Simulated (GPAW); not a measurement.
Runs of GPAW 26.7.0 on Sn. It takes space group Fd-3m (No. 227, cubic). Conventional cell: a = 6.467 Å, b = 6.467 Å, c = 6.467 Å, α = 90.00°, β = 90.00°, γ = 90.00°. Sn (site symmetry -43m) is surrounded by 4 Sn at 2.80 Å. This isn't the form of Sn at room conditions, which is tetragonal (white tin).

```tsv
level	potentials or basis	eigensolver	gap on the mesh (eV)	pressure (GPa)	relaxed volume (Å³/atom)
PBEsol	PAW data sets generated in the run's folder for this functional, pw	-	none	0.0	34.78
BLYP	PAW data sets generated in the run's folder for this functional, pw	davidson	none	0.0	39.34
SCAN	GPAW PAW data sets (gpaw-data 1.2.1), pw	-	none	0.1	34.96
PBE	GPAW PAW data sets (gpaw-data 1.2.1), pw	-	none	0.0	(a)
LDA	the program's PAW data sets (release 1.2.1) made for this functional, pw	-	none	-0.1	(b)
```

Alike in all rows: task relaxation of cell and atoms; no spin polarisation; cell relaxed; k mesh 6 × 6 × 6; cutoff (eV) 600; smearing fermi-dirac 0.05 eV.

Estimate the missing entries.

(a) 36.63; (b) 33.79.

Caveats: later steps reuse the first step's grids; the volume moved by over 15 % at a fixed basis, so the end points are rough (some runs); the PAW data sets were made with another functional, which shifts forces and pressure a little (some runs).

A k mesh can miss the band edges, and the runs leave out spin-orbit coupling on Sn.

A gap of «none» marks a metal or a gap under the smearing width.
